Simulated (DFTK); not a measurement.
AlN:

```
Al N
1.0
     0.00000    2.18399    2.18399
     2.18399    0.00000    2.18399
     2.18399    2.18399    0.00000
Al N
1 1
Cartesian
  0.0000 0.0000 0.0000
  1.0920 1.0920 1.0920
```

Measurements of this composition are mostly on another form, of space group No. 186.

| Property | Result |
| --- | --- |
| Program | DFTK 0.8.2 |
| Task | single point |
| Functional | PBE |
| Potentials or basis | dojo.nc.sr.pbe.v0_4_1.standard.upf (PBE) |
| Cutoff | 1143 eV |
| k mesh | 10 × 10 × 10 |
| Occupations | fermi-dirac, width 0.05 eV |
| Spin | no spin polarisation |

On this cell: pressure 4.5 GPa; largest force zero by symmetry; band gap on the k mesh 3.32 eV, indirect (least direct gap 4.19 eV).

The same run follows on a disturbed copy (atoms moved at random, drawn with an rms of 0.05 Å):

```
Al N
1.0
     0.00000    2.18399    2.18399
     2.18399    0.00000    2.18399
     2.18399    2.18399    0.00000
Al N
1 1
Direct
  0.00035 0.99402 0.01127
  0.24779 0.25620 0.24190
```

Task: What does the disturbed cell give?

Result: The energy moves by +10.6 meV/atom; pressure 4.9 GPa; largest force 0.765 eV/Å; band gap on the k mesh 3.17 eV, indirect (least direct gap 4.03 eV).

Forces in eV/Å, atoms in the order of the input:
```
Al  -0.174 -0.694  0.270
N    0.174  0.694 -0.270
```

Stress tensor (GPa, compression positive):
```
 5.00 -1.33  3.44
-1.33  4.59  0.86
 3.44  0.86  4.97
```

A k mesh can miss the band edges.
